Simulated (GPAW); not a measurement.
Records of electronic-structure calculations.

```
LiCl (Fm-3m): G0W0 with GPAW, start to end
1.0
     0.00000    2.57150    2.57150
     2.57150    0.00000    2.57150
     2.57150    2.57150    0.00000
Li Cl
1 1
Direct
  0.00000 0.00000 0.00000
  0.50000 0.50000 0.50000
# method: DFT, LDA, plane waves, PAW (and 1 further level or step)
# program: GPAW 26.7.0
# settings of one run: cutoff 600 eV, GPAW PAW setups 1.2.1 data release, 6×6×6 k-mesh, nbands 188
# cost: 4 runs, 2.1 min in all on 4 MPI ranks of Intel Xeon Platinum 8375C at 2.90GHz (Ice Lake), shared host (the runs of this entry)
# notes: The cell and positions come from the Crystallography Open Database and are kept as given unless a step says otherwise. Bands and cutoff are finite, so the gap is not at the basis limit. The miss can reach some tenths of an eV and take either sign; the mesh is an error of its own.
# LDA gap: 5.94 eV, indirect (only 5 meV under the direct gap)
# G0W0 gap on the mesh: 8.69 eV
# GW settings: 6×6×6 mesh, 178 bands, screening to 175 eV, Godby-Needs plasmon pole
# known limits: not at the basis limit
```

[Paths, hosts, dates, memory and timing lines, banners, echoed tables and standing remarks are left out of the program output.]

[Logs are printed without paths, hosts, clocks, repeated set-up lines and the standing remarks that a program may print on its own settings, such as how far it seeks lower states.]

[Runs of the session that timed out or met a known fault of the program may be left out.]

[Hosts, paths, dates, database ids (printed as entryN), source tags and the programs' standing remarks are cut or masked in the printed files.]
